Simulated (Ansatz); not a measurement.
# InP (buck sheet): the cost of one run

Computed with Ansatz 0.2.0 (DFT PBEsol, scalar-relativistic, plane waves, PAW, unless a step's input says otherwise).

4 further runs of the same task are left out: 4 set aside as unsound or not needed.

### Step 1. Starting point

The structure is trigonal, space group P3m1 (No. 156). The conventional cell has a = 4.172 Å, b = 4.172 Å, c = 24.830 Å, α = 90.00°, β = 90.00°, γ = 120.00°. In (site symmetry 3m) has 3 P at 2.46 Å in its first shell of neighbours. P (site symmetry 3m) has 3 In at 2.46 Å in its first shell of neighbours.

Structure file:

```
CELL_PARAMETERS angstrom
4.17217 0.00000 0.00000
-2.08608 3.61320 0.00000
0.00000 0.00000 24.82986
ATOMIC_POSITIONS crystal
In 0.33333 0.66667 0.36326
P 0.66667 0.33333 0.38241
```

This sheet was relaxed beforehand with the same method; its gap on the mesh is 1.16 eV.

### Step 2. The (4,0) tube

The tube is rolled from the relaxed sheet, its axis along c. Atoms and period relax; energies count from the flat sheet, -3132.4163 eV an atom.

The cell holds 8 In, 8 P: a = 14.300 Å, b = 14.600 Å, c = 7.226 Å, α = 90.00°, β = 90.00°, γ = 90.00°.

### Step 3. Relaxing it

Pressure and volume refer to the whole cell with its vacuum; only the period along c may change.

Input file input.yaml:

```yaml
crystal:
  lattice:
    - [14.3, 0.0, 0.0]
    - [0.0, 14.6, 0.0]
    - [0.0, 0.0, 7.2264024494]
  atoms:
    - { symbol: In, position: [0.6691207845, 0.5, 0.6666666667] }
    - { symbol: In, position: [0.5, 0.6656456999, 0.6666666667] }
    - { symbol: In, position: [0.6195864536, 0.6171291977, 0.1666666667] }
    - { symbol: In, position: [0.3308792155, 0.5, 0.6666666667] }
    - { symbol: In, position: [0.3804135464, 0.6171291977, 0.1666666667] }
    - { symbol: In, position: [0.5, 0.3343543001, 0.6666666667] }
    - { symbol: In, position: [0.3804135464, 0.3828708023, 0.1666666667] }
    - { symbol: In, position: [0.6195864536, 0.3828708023, 0.1666666667] }
    - { symbol: P, position: [0.6430896711, 0.6401494724, 0.8333333333] }
    - { symbol: P, position: [0.7023593535, 0.5, 0.3333333333] }
    - { symbol: P, position: [0.3569103289, 0.6401494724, 0.8333333333] }
    - { symbol: P, position: [0.5, 0.6982012846, 0.3333333333] }
    - { symbol: P, position: [0.3569103289, 0.3598505276, 0.8333333333] }
    - { symbol: P, position: [0.2976406465, 0.5, 0.3333333333] }
    - { symbol: P, position: [0.6430896711, 0.3598505276, 0.8333333333] }
    - { symbol: P, position: [0.5, 0.3017987154, 0.3333333333] }
basis:
  ecutwfc: 420
kpoints:
  mp_grid: { grid: [1, 1, 7] }
hamiltonian:
  xc: pbesol
scf:
  occupations: { method: gaussian, width: 0.05 }
output:
  forces: true
  stress: true
  eigenvalues: true
  populations: true
  write_density: true
  write_potential: true
  elf: true
  volumetric_format: npy
relax:
  adjacent_minimum: "off"
  f_tol: 0.02
  max_steps: 45
  cell: { fix: [a, b, alpha, beta, gamma], stress_tol: 0.03 }
```

On the command line:

```bash
$ ansatz run input.yaml --threads 4 --pin off --max-ram 11264MiB --backend cpu --events-out ev --progress --plain --runs-dir out
```

Q: Estimate wall time and peak memory on 4 threads of Intel Xeon Platinum 8488C (Sapphire Rapids), shared host.

About 93 s, with a peak of 2.6 GiB.
